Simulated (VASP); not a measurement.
The system is Te.

```
Te
1.0
     2.30590    1.33131    1.69095
    -2.30590    1.33131    1.69095
     0.00000   -2.66263    1.69095
Te
1
Direct
  0.50000 0.50000 0.50000
```

This isn't the form of Te at room conditions, which is trigonal, of chains.

Base run:

```yaml
Program: VASP 6.6.1
Functional: PBE
Potentials_or_basis: VASP PAW PBE potentials, release 64 (Te_GW)
Cutoff: 450 eV
k_mesh: 6 × 6 × 6
Occupations: gaussian, width 0.02 eV
Spin: no spin polarisation
```

Its results: band gap on the k mesh none (metal or under the smearing width); pressure 1.7 GPa.

Q: The run is repeated on the same cell with these changes: cutoff from 450 eV to 350 eV; k mesh from 6 × 6 × 6 to 4 × 4 × 4. What comes out?

A: Band gap on the k mesh none (metal or under the smearing width); pressure 0.5 GPa.

Caveats: some runs use coarse meshes.
